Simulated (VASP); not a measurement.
# AlN (P6_3mc) in VASP: further runs, part 2 of 3

VASP 6.6.1. Earlier steps stand in the parts before.

## Step 3: Relaxation of cell and atoms, AM05

INCAR

```
ALGO = Normal
EDIFF = 1E-7
EDIFFG = -0.02
ENCUT = 600
GGA = AM
IBRION = 2
ISIF = 3
ISMEAR = -1
LASPH = T
LCHARG = F
LREAL = F
LWAVE = F
NELM = 100
NSW = 40
PREC = Accurate
SIGMA = 0.05
```

KPOINTS

```
k-points
0
Gamma
  7 7 5
```

POSCAR

```
AlN
1.0
    3.1130000000      0.0000000000      0.0000000000
   -1.5565000000      2.6959370820      0.0000000000
    0.0000000000      0.0000000000      4.9810000000
Al N
2 2
Direct
    0.6666666667      0.3333333333      0.5000000000
    0.3333333333      0.6666666667      0.0000000000
    0.6666666667      0.3333333333      0.8800000000
    0.3333333333      0.6666666667      0.3800000000
```

Potentials or basis: VASP PAW PBE potentials, release 64 (Al, N).

On the command line:

```bash
> cat potpaw_PBE.64/Al/POTCAR potpaw_PBE.64/N/POTCAR > POTCAR
> mpirun -np 1 vasp_std > vasp.out
```

OUTCAR:

```text
EDIFF = 1E-7
   EDIFFG = -0.02
   ENCUT = 600
   GGA = AM
   IBRION = 2
   ISIF = 3
   ISMEAR = -1
   LASPH = T
   LREAL = F
   NELM = 100
   NSW = 40
   PREC = Accurate

 ion  position               nearest neighbor table
   1  0.667  0.333  0.500-   3 1.89   4 1.89   4 1.89   4 1.89   2 3.07   2 3.07   2 3.07   2 3.07
                             2 3.07   2 3.07
   2  0.333  0.667  0.000-   4 1.89   3 1.89   3 1.89   3 1.89   1 3.07   1 3.07   1 3.07   1 3.07
                             1 3.07   1 3.07
   3  0.667  0.333  0.880-   1 1.89   2 1.89   2 1.89   2 1.89
   4  0.333  0.667  0.380-   2 1.89   1 1.89   1 1.89   1 1.89

  LATTYP: Found a hexagonal cell.
 ALAT       =     3.1130000000
 C/A-ratio  =     1.6000642467

  Lattice vectors:

 A1 = (   3.1130000000,   0.0000000000,   0.0000000000)
 A2 = (  -1.5565000000,   2.6959370820,   0.0000000000)
 A3 = (   0.0000000000,   0.0000000000,   4.9810000000)

Analysis of symmetry for initial positions (statically):
=====================================================================
 Subroutine PRICEL returns:
 Original cell was already a primitive cell.

 Routine SETGRP: Setting up the symmetry group for a
 hexagonal supercell.

 Subroutine GETGRP returns: Found 12 space group operations
 (whereof  6 operations were pure point group operations)
 out of a pool of 24 trial point group operations.

The static configuration has the point symmetry C_3v.
 The point group associated with its full space group is C_6v.

Analysis of symmetry for dynamics (positions and initial velocities):
=====================================================================
 Subroutine PRICEL returns:
 Original cell was already a primitive cell.

 Routine SETGRP: Setting up the symmetry group for a
 hexagonal supercell.

 Subroutine GETGRP returns: Found 12 space group operations
 (whereof  6 operations were pure point group operations)
 out of a pool of 24 trial point group operations.

The dynamic configuration has the point symmetry C_3v.
 The point group associated with its full space group is C_6v.

 Subroutine INISYM returns: Found 12 space group operations
 (whereof  6 operations are pure point group operations),
 and found     1 'primitive' translations

----------------------------------------------------------------------------------------

                                     Primitive cell

  volume of cell :      41.8028

  direct lattice vectors                    reciprocal lattice vectors
     3.113000000  0.000000000  0.000000000     0.321233537  0.185464269  0.000000000
    -1.556500000  2.695937082  0.000000000     0.000000000  0.370928538  0.000000000
     0.000000000  0.000000000  4.981000000     0.000000000  0.000000000  0.200762899

  length of vectors
     3.113000000  3.113000000  4.981000000     0.370928538  0.370928538  0.200762899

  position of ions in fractional coordinates (direct lattice)
     0.666666667  0.333333333  0.500000000
     0.333333333  0.666666667  0.000000000
     0.666666667  0.333333333  0.880000000
     0.333333333  0.666666667  0.380000000

  ion indices of the primitive-cell ions
   primitive index   ion index
                 1           1
                 2           2
                 3           3
                 4           4

----------------------------------------------------------------------------------------

 KPOINTS: k-points

Automatic generation of k-mesh.
 Grid dimensions read from file:
 generate k-points for:    7    7    5

 Generating k-lattice:

  Cartesian coordinates                     Fractional coordinates (reciprocal lattice)
     0.045890505  0.026494896  0.000000000     0.142857143  0.000000000  0.000000000
     0.000000000  0.052989791  0.000000000     0.000000000  0.142857143  0.000000000
     0.000000000  0.000000000  0.040152580     0.000000000  0.000000000  0.200000000

  Length of vectors
     0.052989791  0.052989791  0.040152580

  Shift w.r.t. Gamma in fractional coordinates (k-lattice)
     0.000000000  0.000000000  0.000000000

 Subroutine IBZKPT returns following result:
 ===========================================

 Found     24 irreducible k-points:

 Following reciprocal coordinates:
            Coordinates               Weight
  0.000000  0.000000  0.000000      1.000000
  0.142857  0.000000  0.000000      6.000000
  0.285714  0.000000  0.000000      6.000000
  0.428571  0.000000  0.000000      6.000000
  0.142857  0.142857  0.000000      6.000000
  0.285714  0.142857  0.000000     12.000000
[... 16 lines left out ...]
  0.428571  0.142857  0.400000     12.000000
  0.285714  0.285714  0.400000     12.000000
   k-points           NKPTS =     24   k-points in BZ     NKDIM =     24   number of bands    NBANDS=     12
   number of dos      NEDOS =    301   number of ions     NIONS =      4
   total plane-waves  NPLWV =  31360
   dimension x,y,z NGX =    28 NGY =   28 NGZ =   40
   dimension x,y,z NGXF=    56 NGYF=   56 NGZF=   80
   ions per type =               2   2
   NGX,Y,Z   is equivalent  to a cutoff of  14.95, 14.95, 13.35 a.u.
   NGXF,Y,Z  is equivalent  to a cutoff of  29.91, 29.91, 26.70 a.u.
 SYSTEM =  unknown system
   PREC   = accura    normal or accurate (medium, high low for compatibility)
   ISTART =      0    job   : 0-new  1-cont  2-samecut
   ICHARG =      2    charge: 1-file 2-atom 10-const
   ISPIN  =      1    spin polarized calculation?
   LNONCOLLINEAR =      F non collinear calculations
   LSORBIT =      F    spin-orbit coupling
   LASPH  =      T    aspherical Exc in radial PAW
   ENCUT  =  600.0 eV  44.10 Ry    6.64 a.u.   6.22  6.22  9.95*2*pi/ulx,y,z
   NELM   =    100;   NELMIN=  2; NELMDL= -5     # of ELM steps
   EDIFF  = 0.1E-06   stopping-criterion for ELM
   LREAL  =      F    real-space projection
   EDIFFG = -.2E-01   stopping-criterion for IOM
   NSW    =     40    number of steps for IOM
   IBRION =      2    ionic relax: 0-MD 1-quasi-New 2-CG
   NFREE  =      1    steps in history (QN), initial steepest desc. (CG)
   ISIF   =      3    stress and relaxation
   ISYM   =      2    0-nonsym 1-usesym 2-fastsym
   POTIM  = 0.5000    time-step for ionic-motion
   TEBEG  =    0.0;   TEEND  =   0.0 temperature during run
   PSTRESS=    0.0 pullay stress
   NELECT =      16.0000    total number of electrons
   NUPDOWN=      -1.0000    fix difference up-down
   EMIN   =  10.00;   EMAX   =-10.00  energy-range for DOS
   EFERMI =   0.00;   METHOD = LEGACY
   ISMEAR =    -1;   SIGMA  =   0.05  broadening in eV -4-tet -1-fermi 0-gaus
   EFERMI_NEDOS =   21; number of points for ismear=-14 and -15
   IALGO  =     38    algorithm
   IMIX   =      4    mixing-type and parameters
     AMIX     =   0.40;   BMIX     =  1.00
     AMIX_MAG =   1.60;   BMIX_MAG =  1.00
  volume/ion in A,a.u.               =      10.45        70.52
  Fermi-wavevector in a.u.,A,eV,Ry     =   1.188629  2.246183 19.222843  1.412839
  Thomas-Fermi vector in A             =   2.324754
   LORBIT       =      0    0 simple, 1 ext, 2 COOP (PROOUT), +10 PAW based schemes
   GGA     = AM    functional components
   LHFCALC =     F    Hartree Fock is set to
   AEXX    =    0.0000 exact exchange contribution
   IVDW    =     0    specifies the selected vdW correction
   LEPSILON=     F    determine dielectric tensor
   LRPA    =     F    only Hartree local field effects (RPA)
 conjugate gradient relaxation of ions
 non-spin polarized calculation
  energy-cutoff  :      600.00
  volume of cell :       41.80
 maximum number of plane-waves:      1418
 NGX is ok and might be reduce to    28
   NGX = 13   NGY = 13   NGZ = 19

--------------------------------------- Ionic step        1  -------------------------------------------

 number of electron      16.0000000 magnetization

 Free energy of the ion-electron system (eV)
  ---------------------------------------------------
  ext. energy  EPLUGINS =         0.00000000
  ---------------------------------------------------
  free energy    TOTEN  =       -30.56593808 eV

  energy without entropy =      -30.56593808  energy(sigma->0) =      -30.56593808

------------------------ aborting loop because EDIFF is reached ----------------------------------------

  FORCE on cell =-STRESS in cart. coord.  units (eV):
  Direction    XX          YY          ZZ          XY          YZ          ZX
  --------------------------------------------------------------------------------------
  -------------------------------------------------------------------------------------
  Total       -0.1032714     -0.1032714      0.2552910      0.0000000     -0.0000000      0.0000000
  in kB       -3.9580851     -3.9580851      9.7845447      0.0000000     -0.0000000      0.0000000
  external PRESSURE =       0.6227915 kB  Pullay stress =       0.0000000 kB
[... 99 lines left out ...]
  energy  without entropy=      -30.5671520542  energy(sigma->0) =      -30.56715205

--------------------------------------- Ionic step        4  -------------------------------------------

 number of electron      15.9999999 magnetization

 Free energy of the ion-electron system (eV)
  ---------------------------------------------------
  ext. energy  EPLUGINS =         0.00000000
  ---------------------------------------------------
  free energy    TOTEN  =       -30.56729377 eV

  energy without entropy =      -30.56729377  energy(sigma->0) =      -30.56729377

 E-fermi :   7.0437     XC(G=0): -11.0387

 val. band max:        6.0985343465   @ k =   0.0000   0.0000   0.0000
 cond. band min:      10.2894504111   @ k =   0.0000   0.0000   0.0000
 fundamental gap:      4.1909160645
 Fermi energy:         7.0437220796

 k-point     1 :       0.0000    0.0000    0.0000
  band No.  band energies     occupation
      1      -9.0265      2.00000
      2      -6.8425      2.00000
      3       0.0589      2.00000
      4       5.2288      2.00000
      5       5.2288      2.00000
      6       5.8812      2.00000
      7       5.8812      2.00000
      8       6.0985      2.00000
      9      10.2895      0.00000
     10      12.7146      0.00000
     11      16.6206      0.00000
     12      17.1606      0.00000
[... 374 lines left out ...]
  FREE ENERGIE OF THE ION-ELECTRON SYSTEM (eV)
  ---------------------------------------------------
  free  energy   TOTEN  =       -30.5672937691 eV

  energy  without entropy=      -30.5672937690  energy(sigma->0) =      -30.56729377

 reached required accuracy - stopping structural energy minimisation
```

CONTCAR:

```text
AlN
   1.00000000000000
     3.1121664463264564    0.0000000000000000    0.0000000000000000
    -1.5560832231632282    2.6952152033432784   -0.0000000000000000
     0.0000000000000000   -0.0000000000000000    4.9844407520737350
  Al              N
     2     2
Direct
     0.6666666667000030    0.3333333332999970    0.4991039657428064
     0.3333333332999970    0.6666666667000030    0.9991039657428065
     0.6666666667000030    0.3333333332999970    0.8808960342571961
     0.3333333332999970    0.6666666667000030    0.3808960342571961

  0.00000000E+00  0.00000000E+00  0.00000000E+00
  0.00000000E+00  0.00000000E+00  0.00000000E+00
  0.00000000E+00  0.00000000E+00  0.00000000E+00
  0.00000000E+00  0.00000000E+00  0.00000000E+00
```

Run time: 37 s. Hardware: 1 thread of Intel Xeon Platinum 8375C at 2.90GHz (Ice Lake), shared host; peak memory 0.17 GiB.

Results:

```yaml
Free_energy: -30.5673 eV
Relaxed_volume: 10.45 Å³/atom
Relaxed_cell: a = 3.112 Å, b = 3.112 Å, c = 4.984 Å, α = 90.00°, β = 90.00°, γ = 120.00°
Space_group_after_relaxing_to_0.05_Å: P6_3mc (No. 186)
Energy_gained_by_relaxing: 0.3 meV/atom
Ionic_steps: 4
Pressure_after_relaxing: 0.0 GPa
Largest_force_after_relaxing: 0.008 eV/Å
Band_gap_on_the_k_mesh: 4.19 eV, direct
```

Forces in eV/Å, atoms in the order of the input:
```
Al   0.000  0.000 -0.008
Al   0.000  0.000 -0.008
N    0.000  0.000  0.008
N    0.000  0.000  0.008
```

Stress tensor (GPa, compression positive):
```
 0.08  0.00  0.00
 0.00  0.08  0.00
 0.00  0.00 -0.19
```

The path:
| step | energy change (eV) | largest force (eV/Å) | pressure (GPa) | volume (Å³) |
| --- | --- | --- | --- | --- |
| 1 | 0.0000 | 0.1348 | 0.06 | 41.80 |
| 2 | -0.0003 | 0.0821 | -0.06 | 41.83 |
| 3 | -0.0012 | 0.0154 | -0.02 | 41.82 |
| 4 | -0.0014 | 0.0076 | -0.01 | 41.81 |

Final structure:
```xyz
4
Lattice="3.1122 0.0000 0.0000 -1.5561 2.6952 0.0000 0.0000 0.0000 4.9844" Properties=species:S:1:pos:R:3 pbc="T T T"
Al    1.5561    0.8984    2.4878
Al    0.0000    1.7968    4.9800
N     1.5561    0.8984    4.3908
N     0.0000    1.7968    1.8986
```

Caveat: the PAW data sets were made with another functional, which shifts forces and pressure a little.

## Step 4: Relaxation of cell and atoms, PW91

Changes to INCAR since step 3:

```diff
@@ -4,3 +4,3 @@
 ENCUT = 600
-GGA = AM
+GGA = 91
 IBRION = 2
```

KPOINTS is that of step 3.

POSCAR is that of step 3.

On the command line:

```bash
> cat potpaw_PBE.64/Al/POTCAR potpaw_PBE.64/N/POTCAR > POTCAR
> mpirun -np 1 vasp_std > vasp.out
```

It took 27 s on 1 thread of Intel Xeon Platinum 8375C at 2.90GHz (Ice Lake), shared host; peak memory 0.17 GiB.

The run converged. Its results:

| Item | Value |
| --- | --- |
| Free energy | -29.9661 eV |
| Relaxed volume | 10.61 Å³/atom |
| Relaxed cell | a = 3.126 Å, b = 3.126 Å, c = 5.016 Å, α = 90.00°, β = 90.00°, γ = 120.00° |
| Space group after relaxing (to 0.05 Å) | P6_3mc (No. 186) |
| Energy gained by relaxing | 1.9 meV/atom |
| Ionic steps | 3 |
| Pressure after relaxing | 0.0 GPa |
| Band gap on the k mesh | 4.11 eV, direct |

Forces on the atoms (eV/Å):
```
Al   0.000  0.000 -0.003
Al   0.000  0.000 -0.003
N    0.000  0.000  0.003
N    0.000  0.000  0.003
```

Stress tensor (GPa, compression positive):
```
 0.05  0.00  0.00
 0.00  0.05  0.00
 0.00  0.00 -0.09
```

Step by step:
| step | energy change (eV) | largest force (eV/Å) | pressure (GPa) | volume (Å³) |
| --- | --- | --- | --- | --- |
| 1 | 0.0000 | 0.1273 | 3.12 | 41.80 |
| 2 | -0.0016 | 0.0926 | -2.62 | 43.04 |
| 3 | -0.0074 | 0.0026 | 0.00 | 42.45 |

Final structure:
```cif
data_structure
_symmetry_space_group_name_H-M 'P 1'
_symmetry_Int_Tables_number 1
_cell_length_a 3.1261
_cell_length_b 3.1261
_cell_length_c 5.0160
_cell_angle_alpha 90.000
_cell_angle_beta 90.000
_cell_angle_gamma 120.000
_cell_volume 42.45
loop_
_atom_site_label
_atom_site_type_symbol
_atom_site_fract_x
_atom_site_fract_y
_atom_site_fract_z
_atom_site_occupancy
Al1 Al 0.66667 0.33333 0.49935 1
Al2 Al 0.33333 0.66667 0.99935 1
N1 N 0.66667 0.33333 0.88065 1
N2 N 0.33333 0.66667 0.38065 1
```

Levels at points of the mesh, in eV from the valence-band top:
```tsv
k point	band 5	band 6	band 7	band 8	band 9	band 10	band 11	band 12
(0.00, 0.00, 0.00)	-0.83	-0.19	-0.19	0.00	4.11	6.57	10.49	11.07
```

Caveat: the PAW data sets were made with another functional, which shifts forces and pressure a little.

(Continued in part 3 of 3.)
